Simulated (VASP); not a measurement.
ZnS (Wurtzite-2H), 4 atoms in the cell. Symmetry: P6_3mc, No. 186, hexagonal system. The conventional cell has a = 3.811 Å, b = 3.811 Å, c = 6.234 Å, α = 90.00°, β = 90.00°, γ = 120.00°. Around Zn (site symmetry 3m) lie 4 S at 2.31 to 2.40 Å. Around S (site symmetry 3m) lie 4 Zn at 2.31 to 2.40 Å. 

- Program: VASP 6.6.1
- Task: relaxation of cell and atoms
- Functional: AM05
- Potentials or basis: VASP PAW PBE potentials, release 64 (Zn, S)
- Cutoff: 600 eV
- k mesh: 8 × 8 × 5
- Occupations: fermi-dirac, width 0.05 eV
- Spin: no spin polarisation
- Further INCAR settings: ALGO = Fast; EDIFF = 1e-07; IBRION = 2; EDIFFG = -0.01; NSW = 40; ISIF = 3

Potentials or basis: VASP PAW PBE potentials, release 64 (Zn, S).

Command:

```sh
$ cat potpaw_PBE.64/Zn/POTCAR potpaw_PBE.64/S/POTCAR > POTCAR
$ mpirun -np 1 vasp_std > vasp.out
```

Hardware: 1 thread of AMD EPYC 7R43 64-Core Processor (Zen 3) (shared host).

Q: Estimate the wall time of this run.

A: Wall time 12 min on 1 thread of AMD EPYC 7R43 64-Core Processor (Zen 3), with other jobs on the host, peak memory 0.2 GiB. Counts: scf iterations 99, k points 30, ion steps 8.
